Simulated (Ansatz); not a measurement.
**Rh (bcc type): how the settings move a single-point run**

How sensitive is a single-point run of Rh (bcc type) to its settings? A reference run comes first, then one run with altered input.

Program: Ansatz 0.2.0. Level of theory: reference: DFT, r2SCAN, PAW with Ansatz's default frozen-core files, scalar-relativistic. These are calculated values, not measurements.

1 further run of the same task is left out (set aside as unsound or not needed).

## 1. The starting structure

Symmetry: Im-3m, No. 229, cubic system. The conventional cell has a = 3.029 Å, b = 3.029 Å, c = 3.029 Å, α = 90.00°, β = 90.00°, γ = 90.00°. Rh (site symmetry m-3m) is surrounded by 8 Rh at 2.62 Å.

Coordinates:

```xyz
1
Lattice="-1.5145 1.5145 1.5145 1.5145 -1.5145 1.5145 1.5145 1.5145 -1.5145" Properties=species:S:1:pos:R:3 pbc="T T T"
Rh    0.0000    0.0000    0.0000
```

## 2. The reference run

The input, input.yaml:

```yaml
crystal:
  lattice:
    - [-1.514478749, 1.514478749, 1.514478749]
    - [1.514478749, -1.514478749, 1.514478749]
    - [1.514478749, 1.514478749, -1.514478749]
  atoms:
    - { symbol: Rh, position: [0.0, 0.0, 0.0] }
kpoints:
  mp_grid: { grid: [16, 16, 16] }
scf:
  occupations: { method: fermi_dirac, width: 0.05 }
hamiltonian:
  xc: r2scan
  pseudopotentials: { kind: paw }
output:
  forces: true
  stress: true
  eigenvalues: true
  efg: { contact_densities: true }
```

The run is started by

```bash
> ansatz run input.yaml --threads 1 --pin off --max-ram 2048MiB --backend cpu --events-out ev --progress --plain --runs-dir out
```

## 3. Variant: dr2_threshold 1.0e-11, ecutwfc 700 eV

Edit input.yaml of step 2 so:

```diff
@@ -11,2 +11,3 @@
   occupations: { method: fermi_dirac, width: 0.05 }
+  convergence: { dr2_threshold: 1.0e-11 }
 hamiltonian:
@@ -19 +20,3 @@
   efg: { contact_densities: true }
+basis:
+  ecutwfc: "700 eV"
```

What does the calculation give? Wanted: for each run, ending; energy change; pressure; gap; force.

As calculated:

| run | ending | energy change | pressure (GPa) | gap (eV) | force (eV/Å) | cycles | time |
| --- | --- | --- | --- | --- | --- | --- | --- |
| reference | converged | 0 | 4.1 | 0.00 | 0.00 | 6 | 5.3 s |
| 1: dr2_threshold 1.0e-11, ecutwfc 700 eV | converged | -1.1 meV/atom | 4.1 | 0.00 | 0.00 | 9 | 9.3 s |

Residual by cycle in the longest SCF loop of each run; runs are numbered as in the table. The quantity is the density residual dr2, in eV.

| cycle | reference | run 1 |
| --- | --- | --- |
| 1 | 0.00429 | 0.0044 |
| 2 | 0.0012 | 0.00124 |
| 3 | 1.2e-5 | 1.5e-5 |
| 4 | 2.6e-6 | 9.8e-7 |
| 5 | 2.3e-7 | 3.8e-7 |
| 6 | 1.3e-8 | 6.2e-9 |
| 7 | - | 4.0e-9 |
| 8 | - | 1.5e-11 |
| 9 | - | 5.2e-13 |

Changing the convergence setting and cutoff moves the energy by -1.1 meV/atom. Cost: 9 SCF cycles against 6, 9.3 s against 5.3 s.
